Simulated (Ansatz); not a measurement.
A 3-atom cell of ZrSe2 started from a crystallographic database, relaxed with r2SCAN+rVV10: 5 runs in Ansatz 0.2.0, each a calculation of independent-particle optics. It is trigonal, P-3m1 (No. 164); conventional cell a = 3.789 Å, c = 6.181 Å, 25.62 Å³ an atom. Zr is surrounded by 6 Se at 2.69 Å; Se is surrounded by 3 Zr at 2.69 Å. No spin polarisation and no zero-point or thermal motion.

```
Zr Se
1.0
     3.78939    0.00000    0.00000
    -1.89469    3.28170    0.00000
     0.00000    0.00000    6.18068
Zr Se
1 2
Direct
  0.00000 0.00000 0.00000
  0.33333 0.66667 0.25375
  0.66667 0.33333 0.74625
```

On meshes this coarse, single peaks can be features of the mesh. No local fields, no excitons; the zone sum runs over the cells of the mesh, and ε∞ includes the bands left out of the spectrum. Up to four peaks are listed, those above 15 % of the tallest and inside the complete range; the four can differ from row to row. Rows marked drawn have settings drawn at random (some not listed).

```tsv
functional	k mesh	broadening (eV)	scissors (eV)	range (eV)	settings	direct gap on the mesh before scissors (eV)	ε∞ xx	ε∞ yy	ε∞ zz	complete up to (eV)	tallest peaks of mean ε₂ (eV)
PBE	6×6×4	0.1	0.00	0–12	chosen	1.04	16.69	16.69	10.84	12.0	1.85 4.40 4.95 5.35
r2SCAN	6×6×4	0.1	0.00	0–12	chosen	1.34	12.99	12.99	9.06	12.0	2.20 4.80 5.35 5.75
PBE	6×6×4	0.1	0.74 (to HSE06)	0–12	chosen	1.04	13.03	13.03	8.96	12.0	2.60 5.15 5.70 6.10
PBEsol	6×6×2	0.4	2.50	2–10	drawn	0.99	9.40	9.40	6.91	10.0	4.25 7.45
PBEsol	6×6×2	0.4	0.00	0–10	drawn	0.99	19.58	19.58	12.20	10.0	1.85 4.95
```

The fundamental gap is indirect (0.30 eV with PBE on 6×6×4); the table holds the direct one.

The runs are scalar-relativistic, without spin-orbit coupling.
